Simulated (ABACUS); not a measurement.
Set up this calculation in ABACUS 3.10.1, as the native input.

| Quantity | Value |
| --- | --- |
| Task | single point |
| Functional | PBE |
| Potentials or basis | SPMS ONCV 1.0 PBE |
| Cutoff | 1361 eV |
| Density cutoff | 5442 eV |
| Basis | TZDP LCAO (the cutoffs set its grid) |
| k mesh | 11 × 11 × 11 |
| Occupations | fermi-dirac, width 0.05 eV |
| Spin | no spin polarisation |
| Orbital files | N N_confined-atom_6au_3s3p2d1f.orb, B B_confined-atom_7au_3s3p2d1f.orb |
| Radial cutoff of the potentials (pseudo_rcut) | 10 bohr |
| SCF threshold on the density | 1e-07 |
| Max SCF steps | 100 |
| Eigensolver | genelpa |
| Mixing | broyden |
| Mixing share | 0.7 |
| Symmetry key | 1 |
| Bands | 14 |

BN:

```
N B
1.0
     1.25112    0.72234    3.37293
    -1.25112    0.72234    3.37293
     0.00000   -1.44467    3.37293
N B
1 1
Direct
  0.66724 0.66724 0.66724
  0.00033 0.00033 0.00033
```

The cell is a database's computed one.

These files were run (other wordings do the same):

INPUT

```
INPUT_PARAMETERS
suffix              BN
calculation         scf
basis_type          lcao
pseudo_dir          ./
orbital_dir         ./
symmetry            1
dft_functional      pbe
ecutwfc             100
pseudo_rcut         10
nspin               1
nbands              14
ks_solver           genelpa
smearing_method     fd
smearing_sigma      0.00367493
scf_thr             1e-07
scf_nmax            100
mixing_type         broyden
mixing_beta         0.7
cal_force           1
cal_stress          1
out_mul             1
out_chg             1
```

STRU

```
ATOMIC_SPECIES
N 14.0070 07_N_5_1.2_1.4_pbe_n_v1.0.upf
B 10.8100 05_B_3_1.5_1.7_pbe_n_v1.0.upf

NUMERICAL_ORBITAL
N_confined-atom_6au_3s3p2d1f.orb
B_confined-atom_7au_3s3p2d1f.orb

LATTICE_CONSTANT
1.8897261246

LATTICE_VECTORS
1.2511217832 0.7223354983 3.3729344033
-1.2511217832 0.7223354983 3.3729344033
0.0000000000 -1.4446709966 3.3729344033

ATOMIC_POSITIONS
Cartesian

N
0.0
1
0.0000000000 0.0000000000 6.7516520399 1 1 1

B
0.0
1
0.0000000000 0.0000000000 0.0033270625 1 1 1
```

KPT

```
K_POINTS
0
Gamma
11 11 11 0 0 0
```

Potentials or basis: SPMS ONCV 1.0 PBE, TZDP LCAO (the cutoffs set its grid).

Command:

```bash
$ OMP_NUM_THREADS=1 mpirun -np 4 abacus > log
```

Results of the run:

| Property | Result |
| --- | --- |
| Pressure | 3.2 GPa |
| Largest force | 0.004 eV/Å |
| Band gap on the k mesh | 4.34 eV, indirect (least direct gap 4.84 eV) |
| Mulliken charges | N +0.16; B -0.16 e |

Caveat: the atomic orbitals were generated for these runs and aren't a published set; Mulliken charges move with the basis; an odd mesh through Γ misses points on the zone boundary, where band edges often lie; the basis of atomic orbitals isn't converged, which shifts pressures, moduli and gaps.

Wall time 25 s on 4 MPI ranks on Intel(R) Xeon(R) Platinum 8259CL CPU @ 2.50GHz (Skylake/Cascade Lake), on a shared host, peak memory 0.6 GiB a rank.
